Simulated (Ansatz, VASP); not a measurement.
# C: VASP beside Ansatz

```
CELL_PARAMETERS angstrom
2.48251 0.00000 0.00000
-1.24126 2.14992 0.00000
0.00000 0.00000 4.19792
ATOMIC_POSITIONS crystal
C 0.33333 0.66667 0.99978
C 0.66667 0.33333 0.49978
C 0.33333 0.66667 0.37422
C 0.66667 0.33333 0.87422
```

Change from the starting cell: strained cell.

Alike in both runs: task relaxation of the atoms; functional LDA; k mesh 9 × 9 × 6; occupations gaussian, width 0.02 eV; no spin polarisation.

|  | VASP | Ansatz |
| --- | --- | --- |
| version | VASP 6.6.1 | Ansatz 0.2.0 |
| potentials or method | VASP PAW LDA potentials, release 64 (C) | scalar-relativistic, plane waves, PAW |
| plane-wave cutoff (eV) | 520 | 420 |
| valence electrons in the cell | 16 | 16 |

```csv
,VASP,Ansatz,Ansatz less VASP
"gap on the k mesh at the Fermi level, each at its own relaxed structure (eV)",3.04,3.07,+0.029
```

Ansatz warned: «pseudo_functional_mismatch».

Caveats: an odd mesh through Γ misses points on the zone boundary, where band edges often lie.
